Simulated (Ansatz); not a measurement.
Crystal: FePt (Tetraferroplatinum).

```
CELL_PARAMETERS angstrom
2.72350 0.00000 0.00000
0.00000 2.72350 0.00000
0.00000 0.00000 3.72000
ATOMIC_POSITIONS crystal
Pt 0.50000 0.50000 0.50000
Fe 0.00000 0.00000 0.00000
```

Program: Ansatz 0.2.0. Alike in all runs: task band structure; potentials or basis Ansatz PAW; cell as given; k mesh 10 × 10 × 7; smearing fermi-dirac 0.05 eV.

**Question.** Order these runs on this cell by their pressure, lowest first.
A. level PBEsol; spin collinear, ferromagnetic start; cutoff (eV) 420
B. level m-r2SCAN; spin collinear, ferromagnetic start; cutoff (eV) 500
C. level LDA; spin non-collinear, ferromagnetic start, SOC; cutoff (eV) 420

**Answer.** C (-13.3 GPa), A (-6.0 GPa), B (-3.6 GPa).

Caveats: the PAW data sets come from PBE, with cores solved anew for the run's functional, which leaves a small shift of forces and pressure; the magnetic or orbital state may not be the lowest (some runs); the thresholds are loose for stress (some runs).

Runs at the PBE level aren't shown here.
